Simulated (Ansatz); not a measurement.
Sr: energy less free atoms and pressure against volume scale

Periodic Kohn-Sham DFT of a crystal at fixed atoms, scaled to volume_scale times the given cell; pressure positive in compression, energy less spherical unpolarised free atoms, largest_vzz the field gradient of largest size among the nuclei. The results are calculated, by Ansatz 0.2.0.

The cell before it is scaled or strained (space group Fm-3m, No. 225):
```
CELL_PARAMETERS angstrom
0.00000 3.04240 3.04240
3.04240 0.00000 3.04240
3.04240 3.04240 0.00000
ATOMIC_POSITIONS crystal
Sr 0.00000 0.00000 0.00000
```

Settings of every row: method all-electron LAPW; functional PBE; relativity scalar; k mesh 10x10x10; filling fermi-dirac; smearing width 0.08 eV; basis error target 0.5 meV/atom; nucleus gaussian.

Atom start moment: 0 on all atoms.

```csv
row,volume scale,V (Å³/atom),energy less free atoms (eV/atom),pressure (GPa)
1,0.9405,52.971,-1.6246,0.464
2,0.97,54.627,-1.6274,0.076
3,1,56.319,-1.6263,-0.271
4,1.03,58.006,-1.6218,-0.577
5,1.06,59.701,?,?
```

Question: what energy less free atoms and pressure should row 5 give?

Worked fit of energy less free atoms. Take u = (V_r/V)^(2/3) − 1 with V_r = 55.473 Å³ an atom, which is twice the finite (Eulerian) strain; such expansions in the strain, on which the Birch-Murnaghan equation of state is built, carry the rest volume and the bulk modulus. The shown rows have u = 0.03125, 0.0103, -0.01004, -0.02933. Least squares give energy less free atoms = −1.62731 − 0.055 × u + 4.535 × u² eV/atom; a straight line predicts inner rows, each left out in turn, worse (root mean square 0.0026 against 6.8e-06 eV/atom). All shown rows lie on it to the printed digit. Its lowest point lies at u = 0.0061, or V = 54.97 Å³ an atom, and the curvature there gives the bulk modulus at fixed shape and fractions, B = (4/9)(1 + u)² E″(u)/V = 11.9 GPa. The withheld row has u = -0.04779, so the fit gives −1.62731 − 0.055 × (-0.04779) + 4.535 × (-0.04779)² = -1.6143 eV/atom.

The calculation gave -1.6142 eV/atom. The fit lies 0.0001 eV/atom (0.76 % of the column's range) below it, one unit of the last digit. This row lies beyond the range of the fit.

Worked fit of pressure. Take u = (V_r/V)^(2/3) − 1 with V_r = 55.473 Å³ an atom, which is twice the finite (Eulerian) strain; such expansions in the strain, on which the Birch-Murnaghan equation of state is built, carry the rest volume and the bulk modulus. The shown rows have u = 0.03125, 0.0103, -0.01004, -0.02933. Least squares give pressure = −0.1031 + 17.114 × u + 32.91 × u² GPa; a straight line predicts inner rows, each left out in turn, worse (root mean square 0.019 against 0.0014 GPa). The rows lie off it by 0.000, -0.001, 0.001, 0.000. The pressure vanishes at u = 0.0060, or V = 54.98 Å³ an atom, and there the bulk modulus at fixed shape and fractions is B = −V dP/dV = (2/3)(1 + u) dP/du = 11.7 GPa. The withheld row has u = -0.04779, so the fit gives −0.1031 + 17.114 × (-0.04779) + 32.91 × (-0.04779)² = -0.846 GPa.

The calculation gave -0.846 GPa. The fit meets it to the printed digit. This row lies beyond the range of the fit.
